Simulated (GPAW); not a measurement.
Crystal: BaTiO3.

```
Ba Ti O
1.0
     3.99980    0.00000    0.00000
     0.00000    3.99980    0.00000
     0.00000    0.00000    4.01800
Ba Ti O
1 1 3
Direct
  0.00000 0.00000 0.00000
  0.50000 0.50000 0.49000
  0.00000 0.50000 0.51700
  0.50000 0.00000 0.51700
  0.50000 0.50000 0.01900
```

Base run:

| Quantity | Value |
| --- | --- |
| Program | GPAW 26.7.0 |
| Functional | PBE |
| Potentials or basis | GPAW PAW data sets (gpaw-data 1.2.1) |
| Cutoff | 600 eV |
| Basis | pw |
| k mesh | 6 × 6 × 6 |
| Occupations | fermi-dirac, width 0.05 eV |
| Spin | no spin polarisation |

Its results: band gap on the k mesh 1.81 eV, indirect (least direct gap 2.09 eV); pressure -0.6 GPa; largest force 0.249 eV/Å.

Question: The run is repeated on the same cell with these changes: cutoff from 600 eV to 650 eV; k mesh from 6 × 6 × 6 to 5 × 5 × 5. What comes out?

Answer: Band gap on the k mesh 1.97 eV, indirect (least direct gap 2.09 eV); pressure 1.7 GPa; largest force 0.254 eV/Å.

Caveats: the cutoff is short for stress and forces, so pressures can be off by a GPa or more; spin-orbit coupling is left out, which moves the levels of the heavy elements; an odd mesh through Γ misses points on the zone boundary, where band edges often lie (some runs).
